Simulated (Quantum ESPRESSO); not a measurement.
**Ir under changes of volume**

One of the cells (14.059 Å³/atom); the others are scaled copies at fixed shape and fractional positions:

```
Ir
1.0
     0.00000    1.91560    1.91560
     1.91560    0.00000    1.91560
     1.91560    1.91560    0.00000
Ir
1
Direct
  0.00000 0.00000 0.00000
```

| Item | Value |
| --- | --- |
| Program | Quantum ESPRESSO 7.5 |
| Functional | r2SCAN |
| Dispersion | D3(BJ) |
| Potentials or basis | SG15 PBE 1.2 |
| Cutoff | 925 eV |
| Density cutoff | 3701 eV |
| k mesh | 9 × 9 × 9 |
| Occupations | fermi-dirac, width 0.05 eV |
| Spin | no spin polarisation |

| volume (Å³/atom) | energy over the lowest point (meV/atom) | pressure (GPa) |
| --- | --- | --- |
| 13.215 | ? | ? |
| 13.496 | 34.04 | 19.1 |
| 13.778 | 9.14 | 9.6 |
| 14.059 | 0.00 | 1.1 |
| 14.340 | 4.82 | -6.4 |
| 14.621 | 22.05 | -13.1 |
| 14.902 | 50.28 | -18.9 |

Question: What does the run at 13.215 Å³/atom give?

Answer: Energy over the lowest point 76.77 meV/atom; pressure 29.8 GPa.

Worked out: A Birch-Murnaghan fit of order 3 (a polynomial in V^(-2/3)) to the other rows has its minimum at 14.10 Å³/atom with B0 = V·E''(V) = 392 GPa and B' = 4.9. It gives 76.53 meV/atom at 13.215 Å³/atom, against the run's 76.77, and -dE/dV = 29.7 GPa, against 29.8.

Energies are extrapolated to zero smearing.

Caveats: the potentials were made for another functional, which shifts forces and pressure; pairwise dispersion overbinds metals, which lowers pressure and volume.
